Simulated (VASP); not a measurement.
Write the native input for VASP 6.6.1 that does the following.

| Item | Value |
| --- | --- |
| Task | single point |
| Functional | HSE06 |
| Potentials or basis | VASP PAW PBE potentials, release 64 (Ag, I) |
| Cutoff | 520 eV |
| k mesh | 4 × 4 × 4 |
| Occupations | gaussian, width 0.01 eV |
| Spin | no spin polarisation |
| Dipole correction | no |
| Exchange at q = 0 | truncated |
| Grid for exact exchange (PRECFOCK) | Normal |
| Screening parameter | 0.2079 1/A |
| Further INCAR settings | ALGO = Normal; EDIFF = 1e-06; NBANDS = 16 |

Crystal: AgI.

```
Ag I
1.0
     0.00000    3.28857    3.28857
     3.28857    0.00000    3.28857
     3.28857    3.28857    0.00000
Ag I
1 1
Direct
  0.00000 0.00000 0.00000
  0.25000 0.25000 0.25000
```

The cell was built by a generator and needn't be a form met in nature.

One way to write it, as run:

POSCAR

```
AgI
1.0
    0.0000000000      3.2885749210      3.2885749210
    3.2885749210      0.0000000000      3.2885749210
    3.2885749210      3.2885749210      0.0000000000
Ag I
1 1
Direct
    0.0000000000      0.0000000000      0.0000000000
    0.2500000000      0.2500000000      0.2500000000
```

INCAR.step1

```
SYSTEM = AgI
PREC = Accurate
ENCUT = 520
EDIFF = 1E-5
ISMEAR = 0
SIGMA = 0.01
LREAL = .FALSE.
LASPH = .TRUE.
NELM = 100
ALGO = Normal
ISIF = 2
LWAVE = .TRUE.
LCHARG = .FALSE.
NBANDS = 16
GGA = PE
```

INCAR.step2

```
SYSTEM = AgI
PREC = Accurate
ENCUT = 520
EDIFF = 1E-6
ISMEAR = 0
SIGMA = 0.01
LREAL = .FALSE.
LASPH = .TRUE.
NELM = 100
ALGO = Normal
ISIF = 2
LWAVE = .FALSE.
LCHARG = .FALSE.
GGA = PE
LHFCALC = .TRUE.
HFSCREEN = 0.2079
PRECFOCK = Normal
NBANDS = 16
ISTART = 1
```

KPOINTS

```
Automatic mesh
0
G
  4 4 4
  0 0 0
```

Potentials or basis: VASP PAW PBE potentials, release 64 (Ag, I).

The run is started by

```console
$ cat potpaw_PBE.64/Ag/POTCAR potpaw_PBE.64/I/POTCAR > POTCAR
$ cp INCAR.step1 INCAR
$ mpirun -np 1 vasp_std > vasp.out
$ cp INCAR.step2 INCAR
$ mpirun -np 1 vasp_std > vasp.out
```

It gave:

The pressure is 0.5 GPa and the band gap on the k mesh is 2.48 eV, direct.

Caveat: the PAW data sets were made with another functional, which shifts forces and pressure a little; spin-orbit coupling is left out, which moves the levels of the heavy elements.

Wall time 10 min on 1 thread of Intel(R) Xeon(R) Platinum 8488C (Sapphire Rapids) (shared host), peak memory 0.32 GiB.
